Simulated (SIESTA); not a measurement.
Pd:

```xyz
1
Lattice="0.0000 1.9465 1.9465 1.9465 0.0000 1.9465 1.9465 1.9465 0.0000" Properties=species:S:1:pos:R:3 pbc="T T T"
Pd    0.0000    0.0000    0.0000
```

Base run:

* Program: SIESTA 5.4.2
* Functional: AM05
* Potentials or basis: PseudoDojo 0.4 standard (PBEsol files)
* Basis: DZP (energy shift 0.003 Ry; two zetas on semicore shells)
* Grid cutoff: 800 Ry
* Energy shift: 0.003 Ry
* k mesh: 12 × 12 × 12
* Occupations: fermi-dirac, width 0.05 eV
* Spin: no spin polarisation

Its results: band gap on the k mesh none (metal or under the smearing width); pressure -6.9 GPa.

Task: After a change of settings the same cell gave: band gap on the k mesh none (metal or under the smearing width); pressure -0.8 GPa. Which change was it?
A. functional from AM05 to WC
B. functional from AM05 to PW91; potentials or basis from PseudoDojo 0.4 standard (PBEsol files) to PseudoDojo 0.4 standard (PBE files)
C. functional from AM05 to BLYP; potentials or basis from PseudoDojo 0.4 standard (PBEsol files) to PseudoDojo 0.4 standard (PBE files)
D. functional from AM05 to revPBE; potentials or basis from PseudoDojo 0.4 standard (PBEsol files) to PseudoDojo 0.4 standard (PBE files)

Result: A.

Caveats: the potentials were made for another functional, which shifts forces and pressure; the basis of atomic orbitals isn't converged, which shifts pressures, moduli and gaps.

Runs at the PBE level aren't shown here.
